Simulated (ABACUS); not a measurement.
The system is NiO.

```
Ni O
1.0
     0.00000    2.08590    2.08590
     2.08590    0.00000    2.08590
     2.08590    2.08590    0.00000
Ni O
1 1
Direct
  0.00000 0.00000 0.00000
  0.50000 0.50000 0.50000
```

Base run:

* Program: ABACUS 3.10.1
* Functional: TASK
* Potentials or basis: SG15 ONCV 1.2 PBE
* Cutoff: 1537 eV
* Density cutoff: 6150 eV
* Basis: plane waves
* k mesh: 7 × 7 × 7
* Occupations: fermi-dirac, width 0.05 eV
* Spin: collinear spin, ferromagnetic start
* Starting moments: [1.0, 0.0] μB

Its results: band gap on the k mesh 1.41 eV, indirect (least direct gap 2.61 eV); pressure 563.8 GPa; net moment 2.00 μB per cell.

Q: The run is repeated on the same cell with these changes: functional from TASK to revTPSS. What comes out?

A: Band gap on the k mesh none (metal or under the smearing width); pressure 2.2 GPa; net moment 1.94 μB per cell.

Caveats: some runs use coarse meshes; the potentials were made for another functional, which shifts forces and pressure; a cell with one magnetic atom can't hold antiferromagnetic order, which such compounds often take; a pressure of tens of GPa on the cell as given is suspect, and the run, the potentials or the cell itself is likely at fault (some runs); an odd mesh through Γ misses points on the zone boundary, where band edges often lie (some runs); semilocal functionals often make such compounds metallic where correlation or magnetic order opens a gap, which also shifts bond lengths (some runs).
